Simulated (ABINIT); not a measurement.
# Zn (Im-3m) in ABINIT: notebook

One crystal, Zn, is run at these levels: PBEsol; tasks: single point.

Everything below comes from runs of ABINIT 10.8.3 (patched build). Logs are shortened: lines on timing, memory, paths and dates and some standing lists are left out, and cuts for length are marked. The log counts tension as positive stress, the text compression.

## Step 1: The cell of the first run

It takes space group Im-3m (No. 229, cubic). Conventional cell: a = 3.138 Å, b = 3.138 Å, c = 3.138 Å, α = 90.00°, β = 90.00°, γ = 90.00°. Zn (site symmetry m-3m) has 8 Zn at 2.72 Å as nearest neighbours.

This isn't the form of Zn at room conditions, which is hcp.

## Step 2: Single point, PBEsol, 15.45 Å³/atom (shear strain of 0 %)

Input file run.abi:

```
# Pseudopotentials
pp_dirpath "./"
pseudos "Zn.GGA_PBE-JTH.xml"

# Structure
acell 5.1356176097 5.1356176097 5.1356176097
rprim
    -0.5773502692     0.5773502692     0.5773502692
     0.5773502692    -0.5773502692     0.5773502692
     0.5773502692     0.5773502692    -0.5773502692
ntypat 1
znucl 30
natom 1
typat 1
xred
     0.0000000000     0.0000000000     0.0000000000

# Plane-wave basis
ecut 22.0
pawecutdg 44.0
pawxcdev 0

# k points
kptopt 1
ngkpt 12 12 12
nshiftk 1
shiftk 0.0 0.0 0.0

# Exchange and correlation
ixc -116133

# Bands and occupations
nband 10
occopt 3
tsmear 0.00183747

# SCF cycle
nstep 100
tolvrs 1.0e-9

# Output
iomode 3
prtwf 0
prteig 0
prtebands 0
enunit 2
prtden 1
prtvha 1
prtvclmb 1
prtpot 1
```

Potentials or basis: JTH PAW PBE v2.0.

On the command line:

```console
$ abinit run.abi > log 2>&1
```

run.abo:

```text
.Version 10.8.3 of ABINIT
 Symmetries : space group Im -3 m (#229); Bravais cI (body-center cubic)
================================================================================
 Values of the parameters that define the memory need of the present run
     intxc =       0    ionmov =       0      iscf =      17    lmnmax =      18
     lnmax =       6     mgfft =      24  mpssoang =       3    mqgrid =    3001
     natom =       1  nloc_mem =       2    nspden =       1   nspinor =       1
    nsppol =       1      nsym =      48    n1xccc =       1    ntypat =       1
    occopt =       3   xclevel =       2
       mpw =         533          nfft =       13824          nkpt =          72
 PAW method is used; the additional fine FFT grid is defined by:
   mgfftf=        32    nfftf =     32768
================================================================================
================================================================================

--------------------------------------------------------------------------------
------------- Echo of variables that govern the present computation ------------
--------------------------------------------------------------------------------
 -outvars: echo values of preprocessed input variables --------
            acell      5.1356176097E+00  5.1356176097E+00  5.1356176097E+00 Bohr
              amu      6.53900000E+01
             ecut      2.20000000E+01 Hartree
           enunit           2
                       outvar_i_n : Printing only first  50 k-points.
              ixc     -116133
                       outvar_i_n : Printing only first  50 k-points.
         kptrlatt       12    0    0      0   12    0      0    0   12
          kptrlen      6.16274113E+01
            natom           1
            nband          10
            ngfft          24      24      24
          ngfftdg          32      32      32
             nkpt          72
            nstep         100
             nsym          48
           ntypat           1
                       prtocc : prtvol=0, do not print more k-points.
           occopt           3
        pawecutdg      4.40000000E+01 Hartree
         pawxcdev           0
        prtebands           0
           prteig           0
           prtpot           1
         prtvclmb           1
           prtvha           1
            prtwf           0
            rprim     -5.7735026920E-01  5.7735026920E-01  5.7735026920E-01
                       5.7735026920E-01 -5.7735026920E-01  5.7735026920E-01
                       5.7735026920E-01  5.7735026920E-01 -5.7735026920E-01
          spgroup         229
           tolvrs      1.00000000E-09
           tsmear      1.83747000E-03 Hartree
            typat      1
           useylm           1
                       outvars : Printing only first  50 k-points.
            znucl       30.00000

================================================================================

 chkinp: Checking input parameters for consistency.

================================================================================
== DATASET  1 ==================================================================

--- !DatasetInfo
iteration_state: {dtset: 1, }
dimensions: {natom: 1, nkpt: 72, mband: 10, nsppol: 1, nspinor: 1, nspden: 1, mpw: 533, }
cutoff_energies: {ecut:  22.0, pawecutdg:  44.0, }
electrons: {nelect:   1.20000000E+01, charge:   0.00000000E+00, occopt:   3.00000000E+00, tsmear:   1.83747000E-03, }
meta: {optdriver: 0, ionmov: 0, optcell: 0, iscf: 17, paral_kgb: 0, }
...

 Real(R)+Recip(G) space primitive vectors, cartesian coordinates (Bohr,Bohr^-1):
 R(1)= -2.9650502  2.9650502  2.9650502  G(1)=  0.0000000  0.1686312  0.1686312
 R(2)=  2.9650502 -2.9650502  2.9650502  G(2)=  0.1686312  0.0000000  0.1686312
 R(3)=  2.9650502  2.9650502 -2.9650502  G(3)=  0.1686312  0.1686312  0.0000000
 Unit cell volume ucvol=  1.0426923E+02 bohr^3
 Angles (23,13,12)=  1.09471221E+02  1.09471221E+02  1.09471221E+02 degrees

 Coarse grid specifications (used for wave-functions):

 getcut: wavevector=  0.0000  0.0000  0.0000  ngfft=  24  24  24
         ecut(hartree)=     22.000   => boxcut(ratio)=   2.21331

 getcut : COMMENT -
  Note that boxcut > 2.2 ; recall that boxcut=Gcut(box)/Gcut(sphere) = 2
  is sufficient for exact treatment of convolution.
  Such a large boxcut is a waste : you could raise ecut
  e.g. ecut=   26.943058 Hartrees makes boxcut=2

 Fine grid specifications (used for densities):

 getcut: wavevector=  0.0000  0.0000  0.0000  ngfft=  32  32  32
         ecut(hartree)=     44.000   => boxcut(ratio)=   2.08876

--- Pseudopotential description ------------------------------------------------
- pspini: atom type   1  psp file is ./Zn.GGA_PBE-JTH.xml
 Pseudopotential format is: paw10
 basis_size (lnmax)=  6 (lmn_size= 18), orbitals=   0   0   1   1   2   2
 Spheres core radius: rc_sph= 2.30769763
 Shapefunction is SIN type: shapef(r)=[sin(pi*r/rshp)/(pi*r/rshp)]**2
 Radius for shape functions =  1.80965103
 Compensation charge density is not taken into account in XC energy/potential

   9.89486173E+01                                ecore*ucvol(ha*bohr**3)
--------------------------------------------------------------------------------

================================================================================

--- !BeginCycle
iteration_state: {dtset: 1, }
solver: {iscf: 17, nstep: 100, nline: 4, wfoptalg: 10, }
tolerances: {tolvrs: 1.00E-09, }
...

     iter   Etot(hartree)      deltaE(h)  residm     nres2
 ETOT  1  -64.058065774344    -6.406E+01 7.043E+00 1.701E+00
 ETOT  2  -64.296614093439    -2.385E-01 3.889E-01 6.485E-02
 ETOT  3  -64.296780747632    -1.667E-04 1.038E-01 4.597E-02
 ETOT  4  -64.296717993582     6.275E-05 2.710E-02 9.890E-03
 ETOT  5  -64.296759926745    -4.193E-05 3.000E-02 2.363E-03
 ETOT  6  -64.296823110228    -6.318E-05 1.444E-02 2.001E-04
 ETOT  7  -64.296827805026    -4.695E-06 4.654E-03 8.273E-04
 ETOT  8  -64.296831974734    -4.170E-06 1.209E-02 1.172E-03
 ETOT  9  -64.296836303321    -4.329E-06 1.599E-03 1.622E-03
 ETOT 10  -64.296837241562    -9.382E-07 2.975E-03 1.785E-03
 ETOT 11  -64.296838915034    -1.673E-06 8.533E-04 2.109E-03
 ETOT 12  -64.296828543771     1.037E-05 1.673E-03 5.427E-05
 ETOT 13  -64.296829029599    -4.858E-07 3.190E-04 8.153E-05
 ETOT 14  -64.296828686858     3.427E-07 6.362E-04 5.039E-06
 ETOT 15  -64.296828698578    -1.172E-08 6.350E-04 8.114E-06
 ETOT 16  -64.296828655934     4.264E-08 6.200E-04 2.646E-06
 ETOT 17  -64.296828724437    -6.850E-08 4.597E-04 7.516E-06
 ETOT 18  -64.296828714058     1.038E-08 6.125E-04 4.284E-06
 ETOT 19  -64.296828720382    -6.324E-09 2.996E-04 4.698E-06
 ETOT 20  -64.296828698298     2.208E-08 5.759E-04 7.871E-06
 ETOT 21  -64.296828677282     2.102E-08 2.670E-04 1.541E-05
 ETOT 22  -64.296828665142     1.214E-08 5.128E-04 1.683E-05
 ETOT 23  -64.296828702925    -3.778E-08 2.297E-04 1.036E-05
 ETOT 24  -64.296828702203     7.217E-10 4.332E-04 7.828E-06
 ETOT 25  -64.296828701847     3.559E-10 1.896E-04 8.552E-06
 ETOT 26  -64.296828702657    -8.103E-10 3.502E-04 9.137E-06
 ETOT 27  -64.296828717554    -1.490E-08 1.494E-04 4.470E-07
 ETOT 28  -64.296828720686    -3.133E-09 2.720E-04 3.766E-07
 ETOT 29  -64.296828720885    -1.990E-10 1.146E-04 3.404E-07
 ETOT 30  -64.296828721344    -4.582E-10 2.049E-04 1.759E-07
 ETOT 31  -64.296828721529    -1.858E-10 8.546E-05 1.050E-07
 ETOT 32  -64.296828721824    -2.942E-10 1.507E-04 1.744E-09
 ETOT 33  -64.296828721901    -7.721E-11 6.248E-05 5.287E-10

 At SCF step   33       nres2   =  5.29E-10 < tolvrs=  1.00E-09 =>converged.

 Cartesian components of stress tensor (hartree/bohr^3)
  sigma(1 1)=  1.87912479E-04  sigma(3 2)=  0.00000000E+00
  sigma(2 2)=  1.87912479E-04  sigma(3 1)=  0.00000000E+00
  sigma(3 3)=  1.87912479E-04  sigma(2 1)=  0.00000000E+00

--- !ResultsGS
iteration_state: {dtset: 1, }
comment   : Summary of ground state results
lattice_vectors:
- [ -2.9650502,   2.9650502,   2.9650502, ]
- [  2.9650502,  -2.9650502,   2.9650502, ]
- [  2.9650502,   2.9650502,  -2.9650502, ]
lattice_lengths: [   5.13562,    5.13562,    5.13562, ]
lattice_angles: [109.471, 109.471, 109.471, ] # degrees, (23, 13, 12)
lattice_volume:   1.0426923E+02
convergence: {deltae: -7.721E-11, res2:  5.287E-10, residm:  6.248E-05, diffor: null, }
etotal    :  -6.42968287E+01
entropy   :   0.00000000E+00
fermie    :   3.72729746E-01
cartesian_stress_tensor: # hartree/bohr^3
- [  1.87912479E-04,   0.00000000E+00,   0.00000000E+00, ]
- [  0.00000000E+00,   1.87912479E-04,   0.00000000E+00, ]
- [  0.00000000E+00,   0.00000000E+00,   1.87912479E-04, ]
pressure_GPa:  -5.5286E+00
xred      :
- [  0.0000E+00,   0.0000E+00,   0.0000E+00, Zn]
cartesian_forces: # hartree/bohr
- [ -0.00000000E+00,  -0.00000000E+00,  -0.00000000E+00, ]
force_length_stats: {min:   0.00000000E+00, max:   0.00000000E+00, mean:   0.00000000E+00, }
...

 Integrated electronic density in atomic spheres:
 ------------------------------------------------
 Atom  Sphere_radius  Integrated_density
    1        2.30770         10.73655307

================================================================================

 ----iterations are completed or convergence reached----

 Mean square residual over all n,k,spin=   12.114E-08; max=  62.483E-06
 reduced coordinates (array xred) for    1 atoms
       0.000000000000      0.000000000000      0.000000000000
 rms dE/dt=  0.0000E+00; max dE/dt=  0.0000E+00; dE/dt below (all hartree)
    1       0.000000000000      0.000000000000      0.000000000000

 cartesian coordinates (angstrom) at end:
    1      0.00000000000000     0.00000000000000     0.00000000000000

 cartesian forces (hartree/bohr) at end:
    1     -0.00000000000000    -0.00000000000000    -0.00000000000000
 frms,max,avg= 0.0000000E+00 0.0000000E+00   0.000E+00  0.000E+00  0.000E+00 h/b

 cartesian forces (eV/Angstrom) at end:
    1     -0.00000000000000    -0.00000000000000    -0.00000000000000
 frms,max,avg= 0.0000000E+00 0.0000000E+00   0.000E+00  0.000E+00  0.000E+00 e/A
 length scales=  5.135617609700  5.135617609700  5.135617609700 bohr
              =  2.717651801122  2.717651801122  2.717651801122 angstroms
 Fermi (or HOMO) energy (hartree) =   0.37273   Average Vxc (hartree)=  -0.39102
 Eigenvalues (hartree) for nkpt=  72  k points:
 kpt#   1, nband= 10, wtk=  0.00058, kpt=  0.0000  0.0000  0.0000 (reduced coord)
  -0.00677    0.09155    0.09155    0.09155    0.11006    0.11006    1.06805    1.06805
   1.06805    1.12412
      occupation numbers for kpt#   1
   2.00000    2.00000    2.00000    2.00000    2.00000    2.00000    0.00000    0.00000
   0.00000    0.00000
 prteigrs : prtvol=0 or 1, do not print more k-points.

 Fermi (or HOMO) energy (eV) =  10.14249   Average Vxc (eV)= -10.64025
 Eigenvalues (   eV  ) for nkpt=  72  k points:
 kpt#   1, nband= 10, wtk=  0.00058, kpt=  0.0000  0.0000  0.0000 (reduced coord)
  -0.18434    2.49129    2.49129    2.49129    2.99498    2.99498   29.06318   29.06318
  29.06318   30.58897
 prteigrs : prtvol=0 or 1, do not print more k-points.

--- !EnergyTerms
iteration_state     : {dtset: 1, }
comment             : Components of total free energy in Hartree
kinetic             :  6.53105618847283E+00
hartree             :  1.39809204887962E+01
xc                  : -1.74995829554684E+00
Ewald energy        : -4.41855600839219E+01
psp_core            :  9.48972402111575E-01
local_psp           : -5.59731462937909E+01
PAW spherical_terms :  1.61510277228087E+01
internal            : -6.42966878710703E+01
'-kT*entropy'       : -1.32930589690489E-04
total_energy        : -6.42968208016600E+01
total_energy_eV     : -1.74960562522260E+03
...

--- !EnergyTermsDC
iteration_state     : {dtset: 1, }
comment             : '"Double-counting" decomposition of free energy'
band_energy         :  1.42766217365127E+00
Ewald energy        : -4.41855600839219E+01
psp_core            :  9.48972402111575E-01
xc_dc               : -1.35903647433437E+01
PAW spherical_terms : -8.89740553980839E+00
internal            : -6.42966957913112E+01
'-kT*entropy'       : -1.32930589690489E-04
total_energy_dc     : -6.42968287219008E+01
total_energy_dc_eV  : -1.74960584074333E+03
...

--- !EnergyTermsWithPAWCore
iteration_state     : {dtset: 1, }
comment             : 'Components of total free energy, including PAW core contributions'
Total energy        : -1.79465590903543E+03
Total energy DC     : -1.79465591695567E+03
Total energy (eV)   : -4.88350751193952E+04
Total energy DC (eV): -4.88350753349159E+04
...

 Cartesian components of stress tensor (hartree/bohr^3)
  sigma(1 1)=  1.87912479E-04  sigma(3 2)=  0.00000000E+00
  sigma(2 2)=  1.87912479E-04  sigma(3 1)=  0.00000000E+00
  sigma(3 3)=  1.87912479E-04  sigma(2 1)=  0.00000000E+00

-Cartesian components of stress tensor (GPa)         [Pressure= -5.5286E+00 GPa]
- sigma(1 1)=  5.52857602E+00  sigma(3 2)=  0.00000000E+00
- sigma(2 2)=  5.52857602E+00  sigma(3 1)=  0.00000000E+00
- sigma(3 3)=  5.52857602E+00  sigma(2 1)=  0.00000000E+00

== END DATASET(S) ==============================================================
================================================================================

 -outvars: echo values of variables after computation  --------
            acell      5.1356176097E+00  5.1356176097E+00  5.1356176097E+00 Bohr
           etotal     -6.4296828722E+01
            fcart     -0.0000000000E+00 -0.0000000000E+00 -0.0000000000E+00
            rprim     -5.7735026920E-01  5.7735026920E-01  5.7735026920E-01
                       5.7735026920E-01 -5.7735026920E-01  5.7735026920E-01
                       5.7735026920E-01  5.7735026920E-01 -5.7735026920E-01
           strten      1.8791247947E-04  1.8791247947E-04  1.8791247947E-04
                       0.0000000000E+00  0.0000000000E+00  0.0000000000E+00
 Calculation completed.
```

Run time: 45 s. Hardware: 1 thread of Intel Xeon Platinum 8259CL at 2.50GHz (Skylake/Cascade Lake), shared host; peak memory 0.09 GiB.

Results:

```
Free energy                                           : -1749.6058 eV
Pressure                                              : -5.5 GPa
Band gap on the k mesh                                : none (metal or under the smearing width)
Valence electrons inside the program's atomic spheres : Zn 10.74 (radii [1.2212] Å)
```

Caveat: the PAW data sets were made with another functional, which shifts forces and pressure a little.

## Step 3: Single point, PBEsol, 15.45 Å³/atom (shear strain of -2 %)

Changes to run.abi since step 2:

```diff
@@ -5,7 +5,7 @@
 # Structure
-acell 5.1356176097 5.1356176097 5.1356176097
+acell 5.1699117446 5.1699117446 5.101437604
 rprim
-    -0.5773502692     0.5773502692     0.5773502692
-     0.5773502692    -0.5773502692     0.5773502692
-     0.5773502692     0.5773502692    -0.5773502692
+    -0.5792556739     0.5792556739     0.5735204692
+     0.5792556739    -0.5792556739     0.5735204692
+     0.5754063727     0.5754063727    -0.5812185583
 ntypat 1
@@ -16,2 +16,5 @@
      0.0000000000     0.0000000000     0.0000000000
+chkprim 0
+chksymtnons 0
+tolsym 1.0e-6
```

Potentials or basis: JTH PAW PBE v2.0.

On the command line:

```console
$ abinit run.abi > log 2>&1
```

It took 100 s on 1 thread of Intel Xeon Platinum 8259CL at 2.50GHz (Skylake/Cascade Lake), shared host; peak memory 0.14 GiB.

It converged, with:

```
Free energy                                           : -1749.6066 eV
Pressure                                              : -5.6 GPa
Band gap on the k mesh                                : none (metal or under the smearing width)
Valence electrons inside the program's atomic spheres : Zn 10.72 (radii [1.2212] Å)
```

Caveat: the PAW data sets were made with another functional, which shifts forces and pressure a little.
